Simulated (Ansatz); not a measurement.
Energy landscape near a P structure

Method: DFT PBE, scalar-relativistic, plane waves, PAW in Ansatz 0.2.0.

Plane waves to 420 eV, a k mesh through Γ of 15×15×15 on the computed 2-atom cell and Gaussian smearing (0.10 eV); no spin polarisation.

Reference cell:

```
CELL_PARAMETERS angstrom
1.72573 0.99635 3.12968
-1.72573 0.99635 3.12968
0.00000 -1.99270 3.12968
ATOMIC_POSITIONS crystal
P 0.22708 0.22708 0.22708
P 0.77292 0.77292 0.77292
```

Each variant moves atoms of this cell by the vectors given, if any (Å), and then applies a symmetric strain (tensor components, Cartesian axes). The reference cell isn't relaxed at this level. Energies are per atom at zero smearing, counted from the lowest variant. Pressure is positive in compression.

1. strain (xx yy zz yz xz xy, %) 3.00 3.00 -6.00 0.00 0.00 0.00; moves: P1 (0.000, 0.000, -0.250); P2 (0.000, 0.000, 0.250)
2. strain (xx yy zz yz xz xy, %) 2.95 2.95 -0.05 0.00 0.00 0.00; moves: P1 (0.000, 0.000, 0.060); P2 (0.000, 0.000, -0.060)
3. strain (xx yy zz yz xz xy, %) 5.02 5.02 3.52 0.00 0.00 0.00; moves: P1 (0.000, 0.000, -0.150); P2 (0.000, 0.000, 0.150)

```
variant  ΔE (meV/atom) P (GPa) largest force (eV/Å) space group
      1          448.0    12.19                  2.66         R-3m
      2            0.0    -6.87                  0.87         R-3m
      3          136.5    -0.47                  1.85         R-3m
```

This form isn't the element's structure at ambient conditions.